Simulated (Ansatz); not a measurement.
## Relaxing ScAl3

These are results of DFT r2SCAN, scalar-relativistic, plane waves, PAW in Ansatz 0.2.0, not measurements. Settings: 500 eV cutoff, 14×14×14 k-mesh, Gaussian smearing of 0.10 eV, no spin polarisation.

What was changed: biaxial strain in the a-b plane, c and atoms relaxed: +6.0 %.

Command:

```bash
ansatz run input.yaml --threads 1 --pin off --max-ram 2560MiB --backend cpu --events-out ev --progress --plain --runs-dir out
```

Input:

```yaml
crystal:
  lattice:
    - [4.3306687627, 0.0, 0.0]
    - [0.0, 4.3306687627, 0.0]
    - [0.0, 0.0, 3.9384572521]
  atoms:
    - { symbol: Sc, position: [0.0, 0.0, 0.0] }
    - { symbol: Al, position: [0.5, 0.0, 0.5] }
    - { symbol: Al, position: [0.0, 0.5, 0.5] }
    - { symbol: Al, position: [0.5, 0.5, 0.0] }
basis:
  ecutwfc: 500
kpoints:
  mp_grid: { grid: [14, 14, 14] }
hamiltonian:
  xc: r2scan
scf:
  occupations: { method: gaussian, width: 0.1 }
output:
  forces: true
  stress: true
  eigenvalues: true
relax:
  adjacent_minimum: "off"
  f_tol: 0.008
  max_steps: 40
  cell: { stress_tol: 0.015, fix: [a, b, gamma] }
```

F is the free energy. Steps run on the plane waves of an earlier cell, but the last one, and at times one on the way, on a freshly chosen basis, so a repeated geometry can differ a little in energy. The held parts of the cell keep their stress, so P needn't end at zero.

Steps:

```tsv
step	F − F(1) (eV)	largest force component (eV/Å)	V (Å³/atom)	P (GPa)
1	0.0000	0.000	18.466	-5.88
2	-0.0011	0.000	18.728	-6.91
3	-0.0023	0.000	18.624	-6.51
4	-0.0024	0.000	18.624	-6.51
```

Relaxed structure:

```xyz
4
Lattice="4.3307 0.0000 0.0000 0.0000 4.3307 0.0000 0.0000 0.0000 3.9721" Properties=species:S:1:pos:R:3 pbc="T T T"
Sc    0.0000    0.0000    0.0000
Al    2.1653    0.0000    1.9861
Al    0.0000    2.1653    1.9861
Al    2.1653    2.1653    0.0000
```

It takes space group P4/mmm (No. 123, tetragonal). Conventional cell: a = 4.331 Å, b = 4.331 Å, c = 3.972 Å, α = 90.00°, β = 90.00°, γ = 90.00°. Sc (site symmetry 4/mmm) has 12 Al at 2.94 to 3.06 Å as nearest neighbours. Al (site symmetry mmm) is surrounded by 4 Sc at 2.94 Å and 8 Al at 2.94 to 3.06 Å. Al (site symmetry 4/mmm) has 8 Al at 2.94 Å and 4 Sc at 3.06 Å as nearest neighbours.

The run converged. The run took 4.5 min on 1 thread of Intel(R) Xeon(R) Processor @ 2.50GHz (Skylake/Cascade Lake), with other jobs on the host, peak memory 0.79 GiB.